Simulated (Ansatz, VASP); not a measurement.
VH2 in VASP and in Ansatz

```xyz
3
Lattice="0.0000 2.0396 2.0396 2.0396 0.0000 2.0396 2.0396 2.0396 0.0000" Properties=species:S:1:pos:R:3 pbc="T T T"
V     0.0000    0.0000    0.0000
H     1.0198    1.0198    1.0198
H     3.0594    3.0594    3.0594
```

Alike in both runs: task single point; functional PBEsol; k mesh 18 × 18 × 18; occupations gaussian, width 0.1 eV; no spin polarisation.

|  | VASP | Ansatz |
| --- | --- | --- |
| version | VASP 6.6.1 | Ansatz 0.2.0 |
| potentials or method | VASP PAW PBE potentials, release 64 (V_sv, H) | scalar-relativistic, plane waves, PAW |
| plane-wave cutoff (eV) | 520 | 420 |
| valence electrons in the cell | 15 | 15 |

|  | VASP | Ansatz | Ansatz less VASP |
| --- | --- | --- | --- |
| gap on the k mesh at the Fermi level (eV) | none | none | - |
| pressure (GPa) | 13.5 | 13.3 | -0.19 |

A gap of «none» marks a metal or a gap that the smearing closes. The functional is the same, so the differences come from potentials, cutoffs and numerics.

Caveats: the PAW data sets were made with another functional, which shifts forces and pressure a little (VASP).
